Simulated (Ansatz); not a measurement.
SbS2: from a trial structure to a relaxed crystal

Theory: Ansatz 0.2.0, DFT PBE, scalar-relativistic, plane waves, PAW. Cutoff 420 eV, Γ-centred k mesh, Gaussian smearing, no spin polarisation in the final step.

SbS2 was placed on the sites of a reported VAu2 cell (Cmcm, No. 63), with Sb in place of V, S in place of Au, at a guessed volume.

```yaml
crystal:
  lattice:
    - [4.79425, -2.71874, 0.00000]
    - [4.79425, 2.71874, 0.00000]
    - [0.00000, 0.00000, 5.29504]
  atoms:
    - { symbol: Sb, position: [0.78000, 0.22000, 0.75000] }
    - { symbol: Sb, position: [0.22000, 0.78000, 0.25000] }
    - { symbol: S, position: [0.89000, 0.45000, 0.25000] }
    - { symbol: S, position: [0.55000, 0.11000, 0.25000] }
    - { symbol: S, position: [0.45000, 0.89000, 0.75000] }
    - { symbol: S, position: [0.11000, 0.55000, 0.75000] }
```

Steps on the 4×4×4 mesh (6 atoms). 9 of 23 steps are shown, and the free energy counts from the last. Trial steps that were taken back and renewals of the plane-wave basis can be among the rows.

```tsv
step	ΔF (meV/atom)	V (Å³/atom)	P (GPa)	largest force component (eV/Å)
1	207.6	23.01	-8.52	0.827
3	26.1	19.84	2.81	0.326
5	4.6	20.74	0.13	0.060
7	3.1	21.39	-0.25	0.047
9	2.2	21.15	-0.03	0.005
17	1.6	21.21	0.07	0.043
19	0.7	21.50	-0.13	0.063
21	0.0	22.01	0.12	0.024
23	0.0	21.93	0.07	0.009
```

Steps on the 8×8×8 mesh (6 atoms). 8 of 10 steps are shown, and the free energy counts from the last.

| step | ΔF (meV/atom) | V (Å³/atom) | P (GPa) | largest force component (eV/Å) |
| --- | --- | --- | --- | --- |
| 1 | 3.9 | 21.93 | 0.27 | 0.074 |
| 2 | 2.0 | 22.34 | -0.40 | 0.082 |
| 3 | 1.4 | 22.46 | -0.01 | 0.069 |
| 4 | 1.0 | 22.42 | 0.02 | 0.051 |
| 5 | 0.7 | 22.53 | 0.10 | 0.022 |
| 6 | 0.4 | 23.12 | 0.20 | 0.055 |
| 7 | 0.2 | 23.24 | -0.04 | 0.009 |
| 10 | 0.0 | 23.45 | 0.01 | 0.007 |

A final relaxation ran on a 8×8×8 mesh. The relaxed crystal, Cmcm (No. 63):

```
Sb S
1.0
     5.09767   -2.66456    0.00000
     5.09767    2.66456    0.00000
     0.00000    0.00000    5.17866
Sb S
2 4
Direct
  0.70665 0.29335 0.25000
  0.29335 0.70665 0.75000
  0.84779 0.41827 0.75000
  0.58173 0.15221 0.75000
  0.41827 0.84779 0.25000
  0.15221 0.58173 0.25000
```

```json
{"Volume per atom": "23.4 Å³", "Density": "4.4 g/cm³", "Energy over the elements": "0.32 eV/atom", "Gap on the 8×8×8 mesh": "0 eV (a metal)"}
```

Formation energies are uncorrected and refer to the elements' standard structures at the same level.

The final run used a 8×8×8 mesh on its 6-atom cell and 0.10 eV smearing. For metals, differences of a few meV/atom aren't resolved. Weakly bound directions are ill-defined at this level, which has no dispersion term. Spin–orbit coupling is left out.

A structure relaxed within its symmetry needn't be a true minimum.

Cost: 4 runs of about 6.4 core-minutes in all, on Intel Xeon Platinum 8488C (Sapphire Rapids) (shared hosts).